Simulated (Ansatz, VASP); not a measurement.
SiC (Moissanite 3C) in VASP and in Ansatz

```
Si C
1.0
     0.00000    2.17900    2.17900
     2.17900    0.00000    2.17900
     2.17900    2.17900    0.00000
Si C
1 1
Direct
  0.00000 0.00000 0.00000
  0.75000 0.75000 0.75000
```

Alike in both runs: task relaxation of cell and atoms; functional revPBE; dispersion D4; k mesh 10 × 10 × 10; occupations fermi-dirac, width 0.05 eV; no spin polarisation.

|  | VASP | Ansatz |
| --- | --- | --- |
| version | VASP 6.6.1 | Ansatz 0.2.0 |
| potentials or method | VASP PAW PBE potentials, release 64 (Si, C) | Ansatz PAW |
| plane-wave cutoff (eV) | 600 | 420 |
| valence electrons in the cell | 8 | 8 |

```csv
,VASP,Ansatz,Ansatz less VASP
"gap on the k mesh at the Fermi level, each at its own relaxed structure (eV)",1.34,1.35,+0.008
relaxed volume (Å³/atom),10.16,10.19,+0.030
relaxed cell length with the largest relative difference (Å),3.063,3.066,+0.0030
energy change over the relaxation (meV/atom),-2,-2,+0.7
```

Caveats: the PAW data sets were made with another functional, which shifts forces and pressure a little (VASP); the plane-wave basis is chosen anew once the cell has moved, so the energies of steps on either side of that aren't comparable (Ansatz); the PAW data sets come from PBE, with cores solved anew for the run's functional, which leaves a small shift of forces and pressure (Ansatz). A k mesh can miss the band edges.
